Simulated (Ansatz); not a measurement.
## WSe2: hydrostatic pressure series

Theory: Ansatz 0.2.0, DFT PBE, scalar-relativistic, plane waves, PAW. Run with 420 eV cutoff, 12×12×2 k-mesh, Gaussian smearing of 0.02 eV, no spin polarisation.

Starting point, cell and atoms relaxed:

```yaml
crystal:
  lattice:
    - [3.32099, 0.00000, 0.00000]
    - [-1.66049, 2.87606, 0.00000]
    - [0.00000, 0.00000, 15.04383]
  atoms:
    - { symbol: W, position: [0.66667, 0.33333, 0.75000] }
    - { symbol: W, position: [0.33333, 0.66667, 0.25000] }
    - { symbol: Se, position: [0.33333, 0.66667, 0.86154] }
    - { symbol: Se, position: [0.66667, 0.33333, 0.36154] }
    - { symbol: Se, position: [0.33333, 0.66667, 0.63846] }
    - { symbol: Se, position: [0.66667, 0.33333, 0.13846] }
```

Cell and atoms are relaxed at each pressure within the symmetry of the start, at zero temperature, so transitions that lower the symmetry aren't seen. The k-mesh given is that at zero pressure and may differ at others. a, b and c are the lengths of the cell vectors above. ΔH is E + PV over the energy at zero pressure. Gaps are Kohn–Sham gaps over the whole zone.

Spin-orbit coupling is left out, which matters for the bands and energies of heavy elements.

| P (GPa) | V (Å³/atom) | V/V0 | a (Å) | b (Å) | c (Å) | ΔH (eV/atom) | gap (eV) |
| --- | --- | --- | --- | --- | --- | --- | --- |
| 0 | 23.95 | 1.000 | 3.321 | 3.321 | 15.044 | 0.000 | 1.45 |
| 2 | 20.75 | 0.866 | 3.298 | 3.298 | 13.213 | 0.271 | 1.03 |
| 5 | 19.54 | 0.816 | 3.269 | 3.269 | 12.674 | 0.647 | 0.82 |
| 10 | 18.40 | 0.768 | 3.225 | 3.225 | 12.260 | 1.238 | 0.62 |
| 20 | 17.02 | 0.711 | 3.154 | 3.154 | 11.859 | 2.340 | 0.34 |
| 40 | 15.38 | 0.642 | 3.049 | 3.049 | 11.463 | 4.354 | metal |